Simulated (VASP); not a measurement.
# Sb8H in VASP: a series of runs

Runs on Sb8H. Level: PBE. Tasks: single point, relaxation of the atoms.

All numbers are computed with VASP 6.6.1; they aren't measurements. Logs are shortened: lines on timing, memory, paths and dates and some standing lists are left out, and cuts for length are marked.

### Step 1. Starting point

The cell holds a slab with vacuum, 9 atoms: a = 4.308 Å, b = 4.308 Å, c = 28.783 Å, α = 90.00°, β = 90.00°, γ = 120.00°.

The cell was built by a generator and needn't be a form met in nature.

### Step 2. Single point, PBE

Input file INCAR:

```
SYSTEM = Sb8H
PREC     = Accurate       ! precision mode
ENCUT    = 520            ! plane-wave cutoff, eV
EDIFF    = 1E-6           ! SCF threshold, eV
ISMEAR   = 0              ! smearing method
SIGMA    = 0.05           ! smearing width, eV
LREAL    = .False.        ! projectors in reciprocal space
LASPH    = .True.         ! aspherical terms in the spheres
NELM     = 80             ! most SCF steps
ALGO     = Fast           ! electronic algorithm
ISIF     = 2              ! what is computed and relaxed
LWAVE    = .False.        ! write WAVECAR
LCHARG   = .True.         ! write CHGCAR
LDIPOL   = .True.       
IDIPOL   = 3            
DIPOL    = 0.5 0.5 0.540
GGA      = PE             ! functional
LELF     = .True.         ! ELF
LVHAR    = .True.       
LVACPOTAV= .True.       
NBANDS   = 30             ! bands
```

Input file KPOINTS:

```
Automatic mesh
0
Gamma
  10 10 1
  0 0 0
```

Input file POSCAR:

```
Sb8H
1.0
    4.3084000000      0.0000000000      0.0000000000
   -2.1542000000      3.7311838497      0.0000000000
    0.0000000000      0.0000000000     28.7832128000
Sb H
8 1
Direct
    0.6666666667      0.3333333333      0.2779397858
    0.0000000000      0.0000000000      0.3303735711
    0.3333333333      0.6666666667      0.4137425639
    0.6666666667      0.3333333333      0.4675006618
    0.0000000000      0.0000000000      0.5499884214
    0.3333333333      0.6666666667      0.6040593666
    0.6666666667      0.3333333333      0.6987870000
    0.0000000000      0.0000000000      0.7515195430
    0.6666666667      0.3333333333      0.7640404346
```

Potentials or basis: VASP PAW PBE potentials, release 64 (Sb, H).

Launch:

```console
cat potpaw_PBE.64/Sb/POTCAR potpaw_PBE.64/H/POTCAR > POTCAR
mpirun -np 1 vasp_std > vasp.out
```

OUTCAR:

```text
SYSTEM = Sb8H
   PREC = Accurate
   ENCUT = 520
   EDIFF = 1E-6
   ISMEAR = 0
   LREAL = .False.
   LASPH = .True.
   NELM = 80
   ISIF = 2
   GGA = PE

 ion  position               nearest neighbor table
   1  0.667  0.333  0.278-   2 2.91   2 2.91   2 2.91
   2  0.000  0.000  0.330-   1 2.91   1 2.91   1 2.91   3 3.46   3 3.46   3 3.46
   3  0.333  0.667  0.414-   4 2.93   4 2.93   4 2.93   2 3.46   2 3.46   2 3.46
   4  0.667  0.333  0.468-   3 2.93   3 2.93   3 2.93   5 3.44   5 3.44   5 3.44
   5  0.000  0.000  0.550-   6 2.93   6 2.93   6 2.93   4 3.44   4 3.44   4 3.44
   6  0.333  0.667  0.604-   5 2.93   5 2.93   5 2.93   7 3.69   7 3.69   7 3.69
   7  0.667  0.333  0.699-   9 1.88   8 2.91   8 2.91   8 2.91   6 3.69   6 3.69   6 3.69
   8  0.000  0.000  0.752-   7 2.91   7 2.91   7 2.91
   9  0.667  0.333  0.764-   7 1.88

  LATTYP: Found a hexagonal cell.
 ALAT       =     4.3084000000
 C/A-ratio  =     6.6807197103

  Lattice vectors:

 A1 = (   4.3084000000,   0.0000000000,   0.0000000000)
 A2 = (  -2.1542000000,   3.7311838497,   0.0000000000)
 A3 = (   0.0000000000,   0.0000000000,  28.7832128000)

Analysis of symmetry for initial positions (statically):
=====================================================================
 Subroutine PRICEL returns:
 Original cell was already a primitive cell.

 Routine SETGRP: Setting up the symmetry group for a
 hexagonal supercell.

 Subroutine GETGRP returns: Found  6 space group operations
 (whereof  6 operations were pure point group operations)
 out of a pool of 24 trial point group operations.

The static configuration has the point symmetry C_3v.

Analysis of symmetry for dynamics (positions and initial velocities):
=====================================================================
 Subroutine PRICEL returns:
 Original cell was already a primitive cell.

 Routine SETGRP: Setting up the symmetry group for a
 hexagonal supercell.

 Subroutine GETGRP returns: Found  6 space group operations
 (whereof  6 operations were pure point group operations)
 out of a pool of 24 trial point group operations.

The dynamic configuration has the point symmetry C_3v.

 Subroutine INISYM returns: Found  6 space group operations
 (whereof  6 operations are pure point group operations),
 and found     1 'primitive' translations

----------------------------------------------------------------------------------------

                                     Primitive cell

  volume of cell :     462.7026

  direct lattice vectors                    reciprocal lattice vectors
     4.308400000  0.000000000  0.000000000     0.232104726  0.134005726  0.000000000
    -2.154200000  3.731183850  0.000000000     0.000000000  0.268011452  0.000000000
     0.000000000  0.000000000 28.783212800     0.000000000  0.000000000  0.034742473

  length of vectors
     4.308400000  4.308400000 28.783212800     0.268011452  0.268011452  0.034742473

  position of ions in fractional coordinates (direct lattice)
     0.666666667  0.333333333  0.277939786
     0.000000000  0.000000000  0.330373571
     0.333333333  0.666666667  0.413742564
     0.666666667  0.333333333  0.467500662
     0.000000000  0.000000000  0.549988421
     0.333333333  0.666666667  0.604059367
     0.666666667  0.333333333  0.698787000
     0.000000000  0.000000000  0.751519543
     0.666666667  0.333333333  0.764040435

  ion indices of the primitive-cell ions
   primitive index   ion index
                 1           1
                 2           2
                 3           3
                 4           4
                 5           5
                 6           6
                 7           7
                 8           8
                 9           9

----------------------------------------------------------------------------------------

 KPOINTS: Automatic mesh

Automatic generation of k-mesh.
 Grid dimensions read from file:
 generate k-points for:   10   10    1

 Generating k-lattice:

  Cartesian coordinates                     Fractional coordinates (reciprocal lattice)
     0.023210473  0.013400573  0.000000000     0.100000000 -0.000000000  0.000000000
     0.000000000  0.026801145  0.000000000     0.000000000  0.100000000  0.000000000
     0.000000000  0.000000000  0.034742473     0.000000000  0.000000000  1.000000000

  Length of vectors
     0.026801145  0.026801145  0.034742473

  Shift w.r.t. Gamma in fractional coordinates (k-lattice)
     0.000000000  0.000000000  0.000000000

 Subroutine IBZKPT returns following result:
 ===========================================

 Found     14 irreducible k-points:

 Following reciprocal coordinates:
            Coordinates               Weight
  0.000000  0.000000  0.000000      1.000000
  0.100000  0.000000  0.000000      6.000000
  0.200000  0.000000  0.000000      6.000000
  0.300000  0.000000  0.000000      6.000000
  0.400000  0.000000  0.000000      6.000000
  0.500000 -0.000000  0.000000      3.000000
  0.100000  0.100000  0.000000      6.000000
  0.200000  0.100000  0.000000     12.000000
  0.300000  0.100000  0.000000     12.000000
  0.400000  0.100000  0.000000     12.000000
  0.200000  0.200000  0.000000      6.000000
  0.300000  0.200000  0.000000     12.000000
  0.400000  0.200000  0.000000      6.000000
  0.300000  0.300000  0.000000      6.000000
   k-points           NKPTS =     14   k-points in BZ     NKDIM =     14   number of bands    NBANDS=     30
   number of dos      NEDOS =    301   number of ions     NIONS =      9
   total plane-waves  NPLWV = 221184
   dimension x,y,z NGX =    32 NGY =   32 NGZ =  216
   dimension x,y,z NGXF=    64 NGYF=   64 NGZF=  432
   ions per type =               8   1
   NGX,Y,Z   is equivalent  to a cutoff of  12.35, 12.35, 12.48 a.u.
   NGXF,Y,Z  is equivalent  to a cutoff of  24.70, 24.70, 24.95 a.u.
 SYSTEM =  Sb8H
   PREC   = accura    normal or accurate (medium, high low for compatibility)
   ISTART =      0    job   : 0-new  1-cont  2-samecut
   ICHARG =      2    charge: 1-file 2-atom 10-const
   ISPIN  =      1    spin polarized calculation?
   LNONCOLLINEAR =      F non collinear calculations
   LSORBIT =      F    spin-orbit coupling
   LASPH  =      T    aspherical Exc in radial PAW
   ENCUT  =  520.0 eV  38.22 Ry    6.18 a.u.   8.01  8.01 53.52*2*pi/ulx,y,z
   NELM   =     80;   NELMIN=  2; NELMDL= -5     # of ELM steps
   EDIFF  = 0.1E-05   stopping-criterion for ELM
   LREAL  =      F    real-space projection
   EDIFFG = 0.1E-04   stopping-criterion for IOM
   NSW    =      0    number of steps for IOM
   IBRION =     -1    ionic relax: 0-MD 1-quasi-New 2-CG
   NFREE  =      0    steps in history (QN), initial steepest desc. (CG)
   ISIF   =      2    stress and relaxation
   ISYM   =      2    0-nonsym 1-usesym 2-fastsym
   POTIM  = 0.5000    time-step for ionic-motion
   TEBEG  =    0.0;   TEEND  =   0.0 temperature during run
   PSTRESS=    0.0 pullay stress
   NELECT =      41.0000    total number of electrons
   NUPDOWN=      -1.0000    fix difference up-down
   EMIN   =  10.00;   EMAX   =-10.00  energy-range for DOS
   EFERMI =   0.00;   METHOD = LEGACY
   ISMEAR =     0;   SIGMA  =   0.05  broadening in eV -4-tet -1-fermi 0-gaus
   EFERMI_NEDOS =   21; number of points for ismear=-14 and -15
   IALGO  =     68    algorithm
   IMIX   =      4    mixing-type and parameters
     AMIX     =   0.40;   BMIX     =  1.00
     AMIX_MAG =   1.60;   BMIX_MAG =  1.00
  volume/ion in A,a.u.               =      51.41       346.94
  Fermi-wavevector in a.u.,A,eV,Ry     =   0.729853  1.379222  7.247627  0.532686
  Thomas-Fermi vector in A             =   1.821678
   LORBIT       =      0    0 simple, 1 ext, 2 COOP (PROOUT), +10 PAW based schemes
   GGA     = PE    functional components
   LHFCALC =     F    Hartree Fock is set to
   AEXX    =    0.0000 exact exchange contribution
   IVDW    =     0    specifies the selected vdW correction
   LEPSILON=     F    determine dielectric tensor
   LRPA    =     F    only Hartree local field effects (RPA)
 non-spin polarized calculation
 RMM-DIIS sequential band-by-band and
 Gauss-broadening in eV      SIGMA  =   0.05
  energy-cutoff  :      520.00
  volume of cell :      462.70
 maximum number of plane-waves:     12512
   NGX = 17   NGY = 17   NGZ =107

 dipolmoment           0.000000      0.000000      0.000024 electrons x Angstroem

 number of electron      40.9999999 magnetization

 dipolmoment           0.000000      0.000000     -0.001905 electrons x Angstroem

 Free energy of the ion-electron system (eV)
  ---------------------------------------------------
  ext. energy  EPLUGINS =         0.00000000
  ---------------------------------------------------
  free energy    TOTEN  =       -34.44949165 eV

  energy without entropy =      -34.43667976  energy(sigma->0) =      -34.44308571

 E-fermi :   1.9142     XC(G=0):  -5.6965

 val. band max:        1.9099645646   @ k =   0.2000   0.1000   0.0000
 cond. band min:       1.9145796103   @ k =   0.3000   0.1000   0.0000
 fundamental gap:      0.0046150457
 Fermi energy:         1.9142483558

 k-point     1 :       0.0000    0.0000    0.0000
  band No.  band energies     occupation
      1     -10.6097      2.00000
      2     -10.4193      2.00000
      3     -10.0290      2.00000
      4      -9.5446      2.00000
      5      -6.4828      2.00000
      6      -5.6276      2.00000
[... 22 lines left out ...]
     29       3.5565      0.00000
     30       3.6785      0.00000

 k-point     2 :       0.1000    0.0000    0.0000
  band No.  band energies     occupation
      1     -10.5152      2.00000
      2     -10.3225      2.00000
      3      -9.9347      2.00000
      4      -9.4546      2.00000
      5      -6.4434      2.00000
      6      -5.6199      2.00000
[... 388 lines left out ...]
 k-point    14 :       0.3000    0.3000    0.0000
  band No.  band energies     occupation
      1      -8.5350      2.00000
      2      -8.0586      2.00000
      3      -7.8786      2.00000
      4      -7.7187      2.00000
      5      -7.4279      2.00000
      6      -7.3136      2.00000
[... 22 lines left out ...]
     29       5.0949      0.00000
     30       5.3463      0.00000

------------------------ aborting loop because EDIFF is reached ----------------------------------------

  FORCE on cell =-STRESS in cart. coord.  units (eV):
  Direction    XX          YY          ZZ          XY          YZ          ZX
  --------------------------------------------------------------------------------------
  -------------------------------------------------------------------------------------
  Total        2.6840570      2.6840570      0.5851859      0.0000000      0.0000000      0.0000000
  in kB        9.2939511      9.2939511      2.0262941      0.0000000      0.0000000      0.0000000
  external PRESSURE =       6.8713988 kB  Pullay stress =       0.0000000 kB

 VOLUME and BASIS-vectors are now :
 -----------------------------------------------------------------------------
  energy-cutoff  :      520.00
  volume of cell :      462.70
      direct lattice vectors                 reciprocal lattice vectors
     4.308400000  0.000000000  0.000000000     0.232104726  0.134005726  0.000000000
    -2.154200000  3.731183850  0.000000000     0.000000000  0.268011452  0.000000000
     0.000000000  0.000000000 28.783212800     0.000000000  0.000000000  0.034742473

 POSITION                                       TOTAL-FORCE (eV/Angst)
 -----------------------------------------------------------------------------------
      2.15420      1.24373      8.00000         0.000000      0.000000     -0.311772
      0.00000      0.00000      9.50921         0.000000      0.000000      0.324281
     -0.00000      2.48746     11.90884         0.000000     -0.000000     -0.037600
      2.15420      1.24373     13.45617        -0.000000      0.000000      0.038192
      0.00000      0.00000     15.83043         0.000000      0.000000     -0.044665
     -0.00000      2.48746     17.38677         0.000000     -0.000000      0.038763
      2.15420      1.24373     20.11333         0.000000     -0.000000     -0.082438
      0.00000      0.00000     21.63115        -0.000000      0.000000      0.030742
      2.15420      1.24373     21.99154        -0.000000      0.000000      0.044495
 -----------------------------------------------------------------------------------
    total drift:                                0.000000      0.000000      0.000422

  FREE ENERGIE OF THE ION-ELECTRON SYSTEM (eV)
  ---------------------------------------------------
  free  energy   TOTEN  =       -34.4494916525 eV

  energy  without entropy=      -34.4366797576  energy(sigma->0) =      -34.44308571

 vacuum level on the upper side and lower side of the slab         6.049         6.070
```

Run time: 3.5 min. Hardware: 1 thread of Intel Xeon 6975P-C (Granite Rapids), shared host; peak memory 0.55 GiB.

What came out:

```
Free energy                     : -34.4495 eV
Largest force                   : 0.324 eV/Å
Band gap on the k mesh          : none (metal or under the smearing width)
Work function of the upper face : 4.13 eV
Work function of the lower face : 4.16 eV
```

Forces in eV/Å, atoms in the order of the input:
```
Sb   0.000  0.000 -0.312
Sb   0.000  0.000  0.324
Sb   0.000  0.000 -0.038
Sb   0.000  0.000  0.038
Sb   0.000  0.000 -0.045
Sb   0.000  0.000  0.039
Sb   0.000  0.000 -0.082
Sb   0.000  0.000  0.031
H    0.000  0.000  0.044
```

Levels at points of the mesh, in eV from the Fermi level:
```
           k point  band 19  band 20  band 21  band 22  band 23  band 24
(0.00, 0.00, 0.00)    -1.29    -0.72    -0.25     0.50     0.64     0.64
(0.50, 0.00, 0.00)    -1.96    -1.09    -0.50     0.06     0.50     1.11
```

Spin-orbit coupling is left out, which matters for the levels of Sb.

### Step 3. Relaxation of the atoms, PBE

Input file INCAR:

```
SYSTEM = Sb8H
PREC = Accurate ; ENCUT = 520
EDIFF = 1E-6 ; ISMEAR = 0
SIGMA = 0.05 ; LREAL = .False.
LASPH = .True. ; NELM = 60
ALGO = Fast ; ISIF = 2
LWAVE = .False. ; LCHARG = .False.
LDIPOL = .True. ; IDIPOL = 3
DIPOL = 0.5 0.5 0.526 ; GGA = PE
IBRION = 2 ; NSW = 100
EDIFFG = -0.01
```

Input file KPOINTS:

```
regular mesh
0
Gamma
  10 10 1
  0 0 0
```

Input file POSCAR:

```
Sb8H
1.0
    4.3084000000      0.0000000000      0.0000000000
   -2.1542000000      3.7311838497      0.0000000000
    0.0000000000      0.0000000000     28.7832128000
Sb H
8 1
Selective dynamics
Direct
    0.6666666667      0.3333333333      0.2779397858  F F F
    0.0000000000      0.0000000000      0.3303735711  F F F
    0.3333333333      0.6666666667      0.4085020002  T T T
    0.6666666667      0.3333333333      0.4609357855  T T T
    0.0000000000      0.0000000000      0.5390642145  T T T
    0.3333333333      0.6666666667      0.5914979998  T T T
    0.6666666667      0.3333333333      0.6696264289  T T T
    0.0000000000      0.0000000000      0.7220602142  T T T
    0.6666666667      0.3333333333      0.7376943272  T T T
```

Potentials or basis: VASP PAW PBE potentials, release 64 (Sb, H).

Launch:

```console
cat potpaw_PBE.64/Sb/POTCAR potpaw_PBE.64/H/POTCAR > POTCAR
mpirun -np 1 vasp_std > vasp.out
```

Run time: 50 min. Hardware: 1 thread of Intel Xeon 6975P-C (Granite Rapids), shared host; peak memory 0.62 GiB.

The run converged. Its results:

```yaml
Free_energy: -34.4502 eV
Energy_gained_by_relaxing: 11.3 meV/atom
Ionic_steps: 46
Band_gap_on_the_k_mesh: none (metal or under the smearing width)
```

The path:
```csv
step,energy change (eV),largest force (eV/Å),pressure (GPa)
1,0.0000,0.3593,1.38
3,-0.0206,0.3758,1.18
5,-0.0338,0.3650,1.16
7,-0.0385,0.3630,1.19
9,-0.0484,0.3644,1.23
11,-0.0521,0.3746,1.14
13,-0.0598,0.3765,0.97
15,-0.0663,0.3643,1.11
17,-0.0700,0.3645,1.09
19,-0.0780,0.3608,0.90
21,-0.0799,0.3585,0.74
23,-0.0896,0.3425,0.72
25,-0.0922,0.3307,0.71
27,-0.0992,0.3243,0.79
29,-0.1003,0.3253,0.75
31,-0.1009,0.3251,0.69
33,-0.1009,0.3242,0.68
35,-0.1012,0.3217,0.71
37,-0.1014,0.3219,0.72
39,-0.1016,0.3225,0.68
41,-0.1018,0.3200,0.68
43,-0.1020,0.3189,0.70
45,-0.1020,0.3191,0.68
46,-0.1021,0.3189,0.67
```

Final structure:
```xyz
9
Lattice="4.3084 0.0000 0.0000 -2.1542 3.7312 0.0000 0.0000 0.0000 28.7832" Properties=species:S:1:pos:R:3 pbc="T T T"
Sb    2.1542    1.2437    8.0000
Sb    0.0000    0.0000    9.5092
Sb    0.0000    2.4875   11.8784
Sb    2.1542    1.2437   13.4319
Sb    4.3084    0.0000   15.7685
Sb    0.0000    2.4875   17.3325
Sb    2.1542    1.2437   19.9927
Sb    0.0000    0.0000   21.5228
H     2.1542    1.2437   21.8863
```

Levels at points of the mesh, in eV from the Fermi level:
```csv
k point,band 17,band 18,band 19,band 20,band 21,band 22,band 23,band 24,band 25
"(0.00, 0.00, 0.00)",-1.33,-1.28,-1.28,-0.71,-0.25,0.53,0.60,0.60,1.17
"(0.50, 0.00, 0.00)",-2.72,-2.20,-1.94,-1.08,-0.48,0.06,0.48,1.05,1.37
```

Spin-orbit coupling is left out, which matters for the levels of Sb.
